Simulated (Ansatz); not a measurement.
PbSe (zincblende) was relaxed with 5 functionals in the PAW code Ansatz, cell and atoms free, the symmetry of the start kept (meshes: PBE 6×6×6, r2SCAN 6×6×6, PBEsol 6×6×6, LDA 6×6×6, HSE06 4×4×4). (Calculated; spin-unpolarised; the phase may be known or hypothetical.)

The PBE result:
```
Pb Se
1.0
     0.00000    3.44879    3.44879
     3.44879    0.00000    3.44879
     3.44879    3.44879    0.00000
Pb Se
1 1
Cartesian
  0.0000 0.0000 0.0000
  1.7244 1.7244 1.7244
```

The symmetry is F-43m (No. 216, cubic); conventional cell a = 6.898 Å, 41.02 Å³ an atom. Pb has 4 Se at 2.99 Å; Se has 4 Pb at 2.99 Å.

(1) What lattice does LDA give?

(2) What lattice does r2SCAN give?

(3) Held at the r2SCAN cell, what mean stress do LDA and PBE find, and does its sign point to their own minimum?

Answers

(1) a = 6.709 Å; the volume differs by -8.0 % from PBE's. Around Pb lie 4 Se at 2.91 Å; around Se lie 4 Pb at 2.91 Å.

(2) a = 6.846 Å; the volume differs by -2.2 % from PBE's. Around Pb lie 4 Se at 2.96 Å; around Se lie 4 Pb at 2.96 Å.

(3) Yes. LDA -1.99 GPa, and its relaxed volume is -5.9 % from r2SCAN's; PBE +0.75 GPa, and its relaxed volume is +2.3 % from r2SCAN's. Compression counts positive, so a positive stress asks for a larger cell.
